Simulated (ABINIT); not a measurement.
Here is an ABINIT 10.8.3 (patched build) calculation.

The input run.abi:

```
# Datasets: ground state, then fixed potential
ndtset 2

# Pseudopotentials
pp_dirpath "./"
pseudos "N.upf, B.upf"

# Structure
acell 2.5639706028 2.5639706028 2.5639706028 Angstrom
rprim
     0.0000000000     0.7071067812     0.7071067812
     0.7071067812     0.0000000000     0.7071067812
     0.7071067812     0.7071067812     0.0000000000
ntypat 2
znucl 7 5
natom 2
typat 1 2
xcart
     1.7130376768     1.7130376768     1.7130376768
     0.0000000000     0.0000000000     0.0000000000

# Plane-wave basis
ecut 1142.878222 eV

# Exchange and correlation
ixc -116133

# Bands and occupations
occopt 3
tsmear 0.00183747

# SCF cycle
nstep 100

# Output
iomode 3
prtwf 0
prteig 0
prtebands 0
enunit 1
prtden1 1

# Dataset 1
kptopt1 1
ngkpt1 13 13 13
nshiftk1 1
shiftk1 0.0 0.0 0.0
nband1 8
tolvrs1 1.0e-10

# Dataset 2: bands along G-X-W-K-G-L-U-W-L-K
iscf2 -2
getden2 1
nband2 12
nbdbuf2 2
tolwfr2 1.0e-12
kptopt2 -9
ndivsm2 5
prteig2 1
kptbounds2
     0.0000000000     0.0000000000     0.0000000000
     0.5000000000     0.0000000000     0.5000000000
     0.5000000000     0.2500000000     0.7500000000
     0.3750000000     0.3750000000     0.7500000000
     0.0000000000     0.0000000000     0.0000000000
     0.5000000000     0.5000000000     0.5000000000
     0.6250000000     0.2500000000     0.6250000000
     0.5000000000     0.2500000000     0.7500000000
     0.5000000000     0.5000000000     0.5000000000
     0.3750000000     0.3750000000     0.7500000000
```

Potentials or basis: PseudoDojo NC SR PBEsol v0.4.1 standard.

Launch:

```console
$ abinit run.abi > log 2>&1
```

(1) What does it give for the band gap along the path?

(2) Predict the band gap on the k mesh.

(3) What does it give for the pressure?

Answers

(1) 4.33 eV, indirect (least direct gap 8.78 eV).

(2) 4.41 eV, indirect (least direct gap 8.78 eV).

(3) -5.7 GPa.

**What was measured.**

From a printed reference work, monograph, for a bulk crystal of BN at 300 K: band gap 6.4 eV (indirect).

Measured gap of BN: 6.4 eV (indirect; 300 K; a printed reference work, monograph). This calculation gives 4.33 eV (-2.07 eV). The value is that of PBEsol, without temperature or zero-point motion. Semilocal functionals fall short of measured gaps as a rule. The cell is a database's relaxed one, not the measured one, which moves gaps too.
